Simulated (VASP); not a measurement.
# AgCl (P4/mmm) in VASP: further runs

One crystal, AgCl, is run at these levels: r2SCAN; tasks: single point.

Program: VASP 6.6.1. These are calculated values, not measurements. Logs are shortened: lines on timing, memory, paths and dates and some standing lists are left out, and cuts for length are marked.

## (1) The cell of the first run

It takes space group P4/mmm (No. 123, tetragonal). Conventional cell: a = 3.396 Å, b = 3.396 Å, c = 3.547 Å, α = 90.00°, β = 90.00°, γ = 90.00°. Ag (site symmetry 4/mmm) is surrounded by 8 Cl at 2.99 Å and 4 Ag at 3.40 Å. Cl (site symmetry 4/mmm) is surrounded by 8 Ag at 2.99 Å and 4 Cl at 3.40 Å.

The cell was built by a generator and needn't be a form met in nature.

## (2) Single point, r2SCAN (uniaxial_x strain +4.5%)

Input file POSCAR:

```
AgCl
1.0
    3.5470312686      0.0000000000      0.0000000000
    0.0000000000      3.3955880419      0.0000000000
    0.0000000000      0.0000000000      3.3955880419
Ag Cl
1 1
Direct
    0.0000000000      0.0000000000      0.0000000000
    0.5000000000      0.5000000000      0.5000000000
```

Input file INCAR.step1:

```
SYSTEM = AgCl
ALGO = Normal ; EDIFF = 1E-4
ENCUT = 520 ; GGA = PE
ISMEAR = 0 ; LASPH = .True.
LCHARG = .False. ; LREAL = .False.
LWAVE = .True. ; NBANDS = 16
NELM = 100 ; PREC = Accurate
SIGMA = 0.01
```

Input file INCAR.step2:

```
SYSTEM = AgCl
ALGO = Normal ; EDIFF = 1E-6
ENCUT = 520 ; ISIF = 2
ISMEAR = 0 ; ISTART = 1
LASPH = .True. ; LCHARG = .False.
LMIXTAU = .True. ; LREAL = .False.
LWAVE = .False. ; METAGGA = R2SCAN
NBANDS = 16 ; NELM = 100
PREC = Accurate ; SIGMA = 0.01
```

Input file KPOINTS:

```
k-points
0
Gamma
  8 8 8
  0 0 0
```

Potentials or basis: VASP PAW PBE potentials, release 64 (Ag, Cl).

Command:

```console
cat potpaw_PBE.64/Ag/POTCAR potpaw_PBE.64/Cl/POTCAR > POTCAR
cp INCAR.step1 INCAR
mpirun -np 1 vasp_std > vasp.out
cp INCAR.step2 INCAR
mpirun -np 1 vasp_std > vasp.out
```

OUTCAR:

```text
SYSTEM = AgCl
   EDIFF = 1E-6
   ENCUT = 520
   ISIF = 2
   ISMEAR = 0
   ISTART = 1
   LASPH = .True.
   LREAL = .False.
   METAGGA = R2SCAN
   NELM = 100
   PREC = Accurate

 ion  position               nearest neighbor table
   1  0.000  0.000  0.000-   2 2.99   2 2.99   2 2.99   2 2.99   2 2.99   2 2.99   2 2.99   2 2.99

   2  0.500  0.500  0.500-   1 2.99   1 2.99   1 2.99   1 2.99   1 2.99   1 2.99   1 2.99   1 2.99

  LATTYP: Found a simple tetragonal cell.
 ALAT       =     3.3955880419
 C/A-ratio  =     1.0446000000

  Lattice vectors:

 A1 = (   0.0000000000,   3.3955880419,   0.0000000000)
 A2 = (   0.0000000000,   0.0000000000,   3.3955880419)
 A3 = (   3.5470312686,   0.0000000000,   0.0000000000)

Analysis of symmetry for initial positions (statically):
=====================================================================
 Subroutine PRICEL returns:
 Original cell was already a primitive cell.

 Routine SETGRP: Setting up the symmetry group for a
 simple tetragonal supercell.

 Subroutine GETGRP returns: Found 16 space group operations
 (whereof 16 operations were pure point group operations)
 out of a pool of 16 trial point group operations.

The static configuration has the point symmetry D_4h.

Analysis of symmetry for dynamics (positions and initial velocities):
=====================================================================
 Subroutine PRICEL returns:
 Original cell was already a primitive cell.

 Routine SETGRP: Setting up the symmetry group for a
 simple tetragonal supercell.

 Subroutine GETGRP returns: Found 16 space group operations
 (whereof 16 operations were pure point group operations)
 out of a pool of 16 trial point group operations.

The dynamic configuration has the point symmetry D_4h.

 Subroutine INISYM returns: Found 16 space group operations
 (whereof 16 operations are pure point group operations),
 and found     1 'primitive' translations

----------------------------------------------------------------------------------------

                                     Primitive cell

  volume of cell :      40.8973

  direct lattice vectors                    reciprocal lattice vectors
     3.547031269  0.000000000  0.000000000     0.281925905  0.000000000  0.000000000
     0.000000000  3.395588042  0.000000000     0.000000000  0.294499800  0.000000000
     0.000000000  0.000000000  3.395588042     0.000000000  0.000000000  0.294499800

  length of vectors
     3.547031269  3.395588042  3.395588042     0.281925905  0.294499800  0.294499800

  position of ions in fractional coordinates (direct lattice)
     0.000000000  0.000000000  0.000000000
     0.500000000  0.500000000  0.500000000

  ion indices of the primitive-cell ions
   primitive index   ion index
                 1           1
                 2           2

----------------------------------------------------------------------------------------

 KPOINTS: k-points

Automatic generation of k-mesh.
 Grid dimensions read from file:
 generate k-points for:    8    8    8

 Generating k-lattice:

  Cartesian coordinates                     Fractional coordinates (reciprocal lattice)
     0.035240738  0.000000000  0.000000000     0.125000000  0.000000000  0.000000000
     0.000000000  0.036812475  0.000000000     0.000000000  0.125000000  0.000000000
     0.000000000  0.000000000  0.036812475     0.000000000  0.000000000  0.125000000

  Length of vectors
     0.035240738  0.036812475  0.036812475

  Shift w.r.t. Gamma in fractional coordinates (k-lattice)
     0.000000000  0.000000000  0.000000000

 Subroutine IBZKPT returns following result:
 ===========================================

 Found     75 irreducible k-points:

 Following reciprocal coordinates:
            Coordinates               Weight
  0.000000  0.000000  0.000000      1.000000
  0.125000  0.000000  0.000000      2.000000
  0.250000  0.000000  0.000000      2.000000
  0.375000  0.000000  0.000000      2.000000
  0.500000  0.000000  0.000000      1.000000
  0.000000  0.125000  0.000000      4.000000
[... 16 lines left out ...]
  0.250000  0.500000  0.000000      4.000000
  0.375000  0.500000  0.000000      4.000000
 [... further k-points ...]
   k-points           NKPTS =     75   k-points in BZ     NKDIM =     75   number of bands    NBANDS=     16
   number of dos      NEDOS =    301   number of ions     NIONS =      2
   total plane-waves  NPLWV =  21952
   dimension x,y,z NGX =    28 NGY =   28 NGZ =   28
   dimension x,y,z NGXF=    56 NGYF=   56 NGZF=   56
   ions per type =               1   1
   NGX,Y,Z   is equivalent  to a cutoff of  13.12, 13.71, 13.71 a.u.
   NGXF,Y,Z  is equivalent  to a cutoff of  26.25, 27.42, 27.42 a.u.
 SYSTEM =  AgCl
   PREC   = accura    normal or accurate (medium, high low for compatibility)
   ISTART =      1    job   : 0-new  1-cont  2-samecut
   ICHARG =      0    charge: 1-file 2-atom 10-const
   ISPIN  =      1    spin polarized calculation?
   LNONCOLLINEAR =      F non collinear calculations
   LSORBIT =      F    spin-orbit coupling
   LASPH  =      T    aspherical Exc in radial PAW
   ENCUT  =  520.0 eV  38.22 Ry    6.18 a.u.   6.60  6.31  6.31*2*pi/ulx,y,z
   NELM   =    100;   NELMIN=  2; NELMDL=  0     # of ELM steps
   EDIFF  = 0.1E-05   stopping-criterion for ELM
   LREAL  =      F    real-space projection
   EDIFFG = 0.1E-04   stopping-criterion for IOM
   NSW    =      0    number of steps for IOM
   IBRION =     -1    ionic relax: 0-MD 1-quasi-New 2-CG
   NFREE  =      0    steps in history (QN), initial steepest desc. (CG)
   ISIF   =      2    stress and relaxation
   ISYM   =      2    0-nonsym 1-usesym 2-fastsym
   POTIM  = 0.5000    time-step for ionic-motion
   TEBEG  =    0.0;   TEEND  =   0.0 temperature during run
   PSTRESS=    0.0 pullay stress
   NELECT =      18.0000    total number of electrons
   NUPDOWN=      -1.0000    fix difference up-down
   EMIN   =  10.00;   EMAX   =-10.00  energy-range for DOS
   EFERMI =   0.00;   METHOD = LEGACY
   ISMEAR =     0;   SIGMA  =   0.01  broadening in eV -4-tet -1-fermi 0-gaus
   EFERMI_NEDOS =   21; number of points for ismear=-14 and -15
   IALGO  =     38    algorithm
   IMIX   =      4    mixing-type and parameters
     AMIX     =   0.40;   BMIX     =  1.00
     AMIX_MAG =   1.60;   BMIX_MAG =  1.00
  volume/ion in A,a.u.               =      20.45       137.99
  Fermi-wavevector in a.u.,A,eV,Ry     =   1.245281  2.353240 21.098888  1.550725
  Thomas-Fermi vector in A             =   2.379510
   LORBIT       =      0    0 simple, 1 ext, 2 COOP (PROOUT), +10 PAW based schemes
   METAGGA = R2SCAN    functional components
   LHFCALC =     F    Hartree Fock is set to
   AEXX    =    0.0000 exact exchange contribution
   IVDW    =     0    specifies the selected vdW correction
   LEPSILON=     F    determine dielectric tensor
   LRPA    =     F    only Hartree local field effects (RPA)
 non-spin polarized calculation
 Gauss-broadening in eV      SIGMA  =   0.01
  energy-cutoff  :      520.00
  volume of cell :       40.90
 maximum number of plane-waves:      1120
 NGX is ok and might be reduce to    28
   NGX = 13   NGY = 13   NGZ = 13

 number of electron      17.9999997 magnetization

 Free energy of the ion-electron system (eV)
  ---------------------------------------------------
  ext. energy  EPLUGINS =         0.00000000
  ---------------------------------------------------
  free energy    TOTEN  =       -28.37875159 eV

  energy without entropy =      -28.37875159  energy(sigma->0) =      -28.37875159

 E-fermi :   3.5922     XC(G=0): -10.8157

 val. band max:        3.4957613011   @ k =   0.5000   0.0000   0.0000
 cond. band min:       4.6044872584   @ k =   0.0000   0.0000   0.0000
 fundamental gap:      1.1087259573
 Fermi energy:         3.5921954599

 k-point     1 :       0.0000    0.0000    0.0000
  band No.  band energies     occupation
      1     -11.6556      2.00000
      2       0.7581      2.00000
      3       0.8298      2.00000
      4       1.6701      2.00000
      5       1.6921      2.00000
      6       1.6921      2.00000
[... 8 lines left out ...]
     15      18.2359      0.00000
     16      20.4087      0.00000

 k-point     2 :       0.1250    0.0000    0.0000
  band No.  band energies     occupation
      1     -11.6036      2.00000
      2       0.5040      2.00000
      3       0.7742      2.00000
      4       1.3676      2.00000
      5       1.3676      2.00000
      6       1.4638      2.00000
[... 8 lines left out ...]
     15      17.2204      0.00000
     16      20.8334      0.00000

 k-point     3 :       0.2500    0.0000    0.0000
  band No.  band energies     occupation
      1     -11.4728      2.00000
      2      -0.4304      2.00000
      3       0.8134      2.00000
      4       1.0057      2.00000
      5       1.0057      2.00000
      6       1.5865      2.00000
[... 8 lines left out ...]
     15      17.6234      0.00000
     16      20.6986      0.00000

 k-point     4 :       0.3750    0.0000    0.0000
  band No.  band energies     occupation
      1     -11.3337      2.00000
      2      -1.2134      2.00000
      3       0.7698      2.00000
      4       0.7698      2.00000
      5       0.8531      2.00000
      6       1.7626      2.00000
[... 8 lines left out ...]
     15      19.4657      0.00000
     16      20.4630      0.00000

 k-point     5 :       0.5000    0.0000    0.0000
  band No.  band energies     occupation
      1     -11.2734      2.00000
      2      -1.5045      2.00000
      3       0.6885      2.00000
      4       0.6885      2.00000
      5       0.8698      2.00000
      6       1.7680      2.00000
[... 8 lines left out ...]
     15      20.1534      0.00000
     16      20.5126      0.00000

 k-point     6 :       0.0000    0.1250    0.0000
  band No.  band energies     occupation
      1     -11.5904      2.00000
      2       0.6080      2.00000
      3       0.8381      2.00000
      4       1.1751      2.00000
      5       1.4008      2.00000
      6       1.6327      2.00000
[... 8 lines left out ...]
     15      17.7533      0.00000
     16      20.3554      0.00000

 k-point     7 :       0.1250    0.1250    0.0000
  band No.  band energies     occupation
      1     -11.5407      2.00000
      2       0.4683      2.00000
      3       0.6585      2.00000
      4       1.0281      2.00000
      5       1.2767      2.00000
      6       1.6750      2.00000
[... 8 lines left out ...]
     15      18.1499      0.00000
     16      19.8969      0.00000

 k-point     8 :       0.2500    0.1250    0.0000
  band No.  band energies     occupation
      1     -11.4161      2.00000
      2      -0.3629      2.00000
      3       0.6692      2.00000
      4       1.0041      2.00000
      5       1.0316      2.00000
      6       1.6820      2.00000
[... 8 lines left out ...]
     15      18.2822      0.00000
     16      19.7839      0.00000

 k-point     9 :       0.3750    0.1250    0.0000
  band No.  band energies     occupation
      1     -11.2841      2.00000
      2      -1.0780      2.00000
      3       0.6318      2.00000
      4       0.8412      2.00000
      5       0.9414      2.00000
      6       1.7048      2.00000
[... 8 lines left out ...]
     15      19.6575      0.00000
     16      19.8597      0.00000
[... 172 lines left out ...]
 k-point    19 :       0.3750    0.3750    0.0000
  band No.  band energies     occupation
      1     -11.0289      2.00000
      2      -0.4207      2.00000
      3      -0.0051      2.00000
      4       1.0867      2.00000
      5       1.2278      2.00000
      6       1.4963      2.00000
[... 8 lines left out ...]
     15      18.2103      0.00000
     16      20.4674      0.00000

 k-point    20 :       0.5000    0.3750    0.0000
  band No.  band energies     occupation
      1     -10.9892      2.00000
      2      -0.3726      2.00000
      3      -0.0234      2.00000
      4       1.0736      2.00000
      5       1.3130      2.00000
      6       1.4741      2.00000
[... 8 lines left out ...]
     15      18.1541      0.00000
     16      21.3378      0.00000

 k-point    21 :       0.0000    0.5000    0.0000
  band No.  band energies     occupation
      1     -11.1694      2.00000
      2      -1.4641      2.00000
      3       0.4362      2.00000
      4       0.7150      2.00000
      5       0.9568      2.00000
      6       1.7474      2.00000
[... 8 lines left out ...]
     15      19.8297      0.00000
     16      20.0466      0.00000

 k-point    22 :       0.1250    0.5000    0.0000
  band No.  band energies     occupation
      1     -11.1368      2.00000
      2      -1.3268      2.00000
      3       0.3809      2.00000
      4       0.7905      2.00000
      5       0.9959      2.00000
      6       1.7082      2.00000
[... 8 lines left out ...]
     15      19.6209      0.00000
     16      20.3509      0.00000

 k-point    23 :       0.2500    0.5000    0.0000
  band No.  band energies     occupation
      1     -11.0561      2.00000
      2      -0.9503      2.00000
      3       0.2284      2.00000
      4       0.9995      2.00000
      5       1.0698      2.00000
      6       1.6158      2.00000
[... 8 lines left out ...]
     15      18.8676      0.00000
     16      20.8760      0.00000

 k-point    24 :       0.3750    0.5000    0.0000
  band No.  band energies     occupation
      1     -10.9724      2.00000
      2      -0.4646      2.00000
      3       0.0369      2.00000
      4       1.0652      2.00000
      5       1.2732      2.00000
      6       1.5265      2.00000
[... 8 lines left out ...]
     15      18.3108      0.00000
     16      20.8752      0.00000

 [... further k-points ...]

------------------------ aborting loop because EDIFF is reached ----------------------------------------

  FORCE on cell =-STRESS in cart. coord.  units (eV):
  Direction    XX          YY          ZZ          XY          YZ          ZX
  --------------------------------------------------------------------------------------
  -------------------------------------------------------------------------------------
  Total       -0.9846145     -0.3971490     -0.3971490      0.0000000      0.0000000     -0.0000000
  in kB      -38.5728572    -15.5585483    -15.5585483      0.0000000      0.0000000     -0.0000000
  external PRESSURE =     -23.2299846 kB  Pullay stress =       0.0000000 kB

 VOLUME and BASIS-vectors are now :
 -----------------------------------------------------------------------------
  energy-cutoff  :      520.00
  volume of cell :       40.90
      direct lattice vectors                 reciprocal lattice vectors
     3.547031269  0.000000000  0.000000000     0.281925905  0.000000000  0.000000000
     0.000000000  3.395588042  0.000000000     0.000000000  0.294499800  0.000000000
     0.000000000  0.000000000  3.395588042     0.000000000  0.000000000  0.294499800

 POSITION                                       TOTAL-FORCE (eV/Angst)
 -----------------------------------------------------------------------------------
      0.00000      0.00000      0.00000         0.000000      0.000000      0.000000
      1.77352      1.69779      1.69779         0.000000      0.000000      0.000000
 -----------------------------------------------------------------------------------
    total drift:                               -0.000000      0.000000      0.000000

  FREE ENERGIE OF THE ION-ELECTRON SYSTEM (eV)
  ---------------------------------------------------
  free  energy   TOTEN  =       -28.3787515944 eV

  energy  without entropy=      -28.3787515944  energy(sigma->0) =      -28.37875159
```

Wall time 1.7 min (1 thread of Intel Xeon Platinum 8488C (Sapphire Rapids), shared host); peak memory 0.19 GiB.

Results:

```
Free energy            : -28.3788 eV
Pressure               : -2.3 GPa
Band gap on the k mesh : 1.11 eV, indirect (least direct gap 2.53 eV)
```

Stress tensor (GPa, compression positive):
```
-3.86  0.00  0.00
 0.00 -1.56  0.00
 0.00  0.00 -1.56
```

Caveat: the PAW data sets were made with another functional, which shifts forces and pressure a little.

## (3) Single point, r2SCAN (biaxial_xy strain +4.4%)

Input file POSCAR:

```
AgCl
1.0
    3.5439752393      0.0000000000      0.0000000000
    0.0000000000      3.5439752393      0.0000000000
    0.0000000000      0.0000000000      3.3955880419
Ag Cl
1 1
Direct
    0.0000000000      0.0000000000      0.0000000000
    0.5000000000      0.5000000000      0.5000000000
```

Input file INCAR.step1:

```
PREC = Accurate ; ENCUT = 520
ISMEAR = 0 ; SIGMA = 0.01
LREAL = F ; LASPH = T
NELM = 100 ; NBANDS = 16
GGA = PE ; ALGO = Normal
EDIFF = 1E-4 ; LWAVE = T
LCHARG = F
```

Input file INCAR.step2:

```
PREC = Accurate ; ENCUT = 520
EDIFF = 1E-7 ; ISMEAR = 0
SIGMA = 0.01 ; LREAL = F
LASPH = T ; NELM = 100
ALGO = Normal ; ISIF = 2
LWAVE = F ; LCHARG = F
METAGGA = R2SCAN ; LMIXTAU = T
NBANDS = 16 ; ISTART = 1
```

Input file KPOINTS:

```
regular mesh
0
Gamma
  8 8 8
```

Potentials or basis: VASP PAW PBE potentials, release 64 (Ag, Cl).

Command:

```console
cat potpaw_PBE.64/Ag/POTCAR potpaw_PBE.64/Cl/POTCAR > POTCAR
cp INCAR.step1 INCAR
mpirun -np 1 vasp_std > vasp.out
cp INCAR.step2 INCAR
mpirun -np 1 vasp_std > vasp.out
```

It took 1.8 min on 1 thread of Intel Xeon Platinum 8488C (Sapphire Rapids), shared host; peak memory 0.19 GiB.

The run converged. Its results:

```yaml
Free_energy: -28.3448 eV
Pressure: -4.0 GPa
Band_gap_on_the_k_mesh: 1.07 eV, indirect (least direct gap 2.25 eV)
```

Stress tensor (GPa, compression positive):
```
-4.75  0.00  0.00
 0.00 -4.75  0.00
 0.00  0.00 -2.49
```

Levels at points of the mesh, in eV from the valence-band top:
```csv
k point,band 5,band 6,band 7,band 8,band 9,band 10,band 11,band 12,band 13,band 14
"(0.00, 0.00, 0.00)",-1.73,-1.73,-1.58,-1.58,-1.19,1.07,9.83,10.17,13.90,13.90
"(0.50, 0.00, 0.00)",-2.49,-1.69,-1.47,-0.08,0.00,5.57,5.70,10.20,10.26,11.21
"(0.50, 0.50, 0.00)",-1.96,-1.94,-1.94,-1.52,-0.69,3.02,9.54,9.54,11.31,14.59
"(0.00, 0.00, 0.50)",-2.39,-1.71,-1.32,-0.10,-0.10,5.36,5.90,10.11,10.46,10.46
"(0.50, 0.00, 0.50)",-2.06,-2.04,-1.98,-1.47,-0.96,3.41,9.11,9.56,11.11,13.95
"(0.50, 0.50, 0.50)",-1.50,-1.44,-0.31,-0.22,-0.22,5.38,5.51,5.51,7.12,17.65
```

Caveat: the PAW data sets were made with another functional, which shifts forces and pressure a little. A k mesh can miss the band edges.
